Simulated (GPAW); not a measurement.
Runs of GPAW 26.7.0 on SnO. It takes space group P4/nmm (No. 129, tetragonal). The conventional cell has a = 3.814 Å, b = 3.814 Å, c = 4.887 Å, α = 90.00°, β = 90.00°, γ = 90.00°. Around Sn (site symmetry 4mm) lie 4 O at 2.23 Å. O (site symmetry -4m2) has 4 Sn at 2.23 Å as nearest neighbours. The cell is a database's computed one.

```tsv
task	level	potentials or basis	cell	k mesh	cutoff (eV)	smearing	response ecut	response k mesh	response bands	kernels	coarser k mesh	gap on the mesh (eV)	pressure (GPa)	largest force (eV/Å)
single point	PBEsol	PAW data sets generated in the run's folder for this functional, pw	as given	7 × 7 × 6	800	fermi-dirac 0.05 eV	-	-	-	-	-	0.36	(b)	(a)
single point	PBEsol	PAW data sets generated in the run's folder for this functional, pw	atoms moved at random, drawn with an rms of 0.05 Å	7 × 7 × 6	800	fermi-dirac 0.05 eV	-	-	-	-	-	0.58	1.2	0.79
dielectric tensor	AM05	PAW data sets generated in the run's folder for this functional, pw	as given	6 × 6 × 5	550	fermi-dirac 0.001 eV	80 eV	7 × 7 × 6	60	["RPA"]	7 × 7 × 6	0.16	-	-
dielectric tensor	LDA	the program's PAW data sets (release 1.2.1) made for this functional, pw	as given	6 × 6 × 5	550	fermi-dirac 0.001 eV	80 eV	7 × 7 × 6	60	["RPA"]	7 × 7 × 6	0.23	-	-
dielectric tensor	PBEsol	PAW data sets generated in the run's folder for this functional, pw	as given	6 × 6 × 5	550	fermi-dirac 0.001 eV	80 eV	7 × 7 × 6	60	["RPA"]	7 × 7 × 6	0.13	-	-
```

Alike in all rows: no spin polarisation.

Question: Fill in the values left out.

Answer: (a) 0.02; (b) -1.2.

Caveats: spin-orbit coupling is left out, which moves the levels of the heavy elements; an odd mesh through Γ misses points on the zone boundary, where band edges often lie; the gap is small at this level, which inflates the dielectric constant (some runs); the long-wavelength limit can be off by a per cent or two (some runs).

A k mesh can miss the band edges, and the runs leave out spin-orbit coupling on Sn.

Runs at the PBE level aren't shown here.
